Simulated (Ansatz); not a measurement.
# CdS: the cost of one run

Program: Ansatz 0.2.0. Level of theory: DFT PBE+D3(BJ), scalar-relativistic, plane waves, PAW. These are calculated values, not measurements.

## (1) The system as given

Symmetry: P3m1, No. 156, trigonal system. Conventional cell: a = 4.098 Å, b = 4.098 Å, c = 3.828 Å, α = 90.00°, β = 90.00°, γ = 120.00°. Cd (site symmetry 3m) has 3 S at 2.47 Å as nearest neighbours. Around S (site symmetry 3m) lie 3 Cd at 2.47 Å.

Coordinates:

```xyz
2
Lattice="4.0977 0.0000 0.0000 -2.0488 3.5487 0.0000 0.0000 0.0000 3.8283" Properties=species:S:1:pos:R:3 pbc="T T T"
Cd    0.0000    0.0000    2.0320
S     2.0488    1.1829    1.3254
```

It goes back to an entry of the Materials Project, which need not be the stable form.

This cell was relaxed beforehand with the same method: volume 27.83 Å³/atom, gap on the mesh 0.90 eV.

## (2) The undisturbed cell

Input file input.yaml:

```yaml
crystal:
  lattice:
    - [4.0976668513, 0.0, 0.0]
    - [-2.0488334257, 3.5486835895, 0.0]
    - [0.0, 0.0, 3.8283122367]
  atoms:
    - { symbol: Cd, position: [0.0, 0.0, 0.5307944175] }
    - { symbol: S, position: [0.6666666667, 0.3333333333, 0.3462055825] }
basis:
  ecutwfc: 420
kpoints:
  mp_grid: { grid: [6, 6, 8] }
hamiltonian:
  xc: pbe
  dispersion: d3bj
scf:
  occupations: { method: gaussian, width: 0.05 }
output:
  forces: true
  stress: true
  eigenvalues: true
  write_density: true
  write_potential: true
  elf: true
  volumetric_format: npy
```

Command:

```sh
$ ansatz run input.yaml --threads 1 --pin off --max-ram 2560MiB --backend cpu --events-out ev --progress --plain --runs-dir out
```

What time and memory should one allow on 1 thread of Arm Neoverse V1, shared host?

About 4.8 s, with a peak of 0.33 GiB.
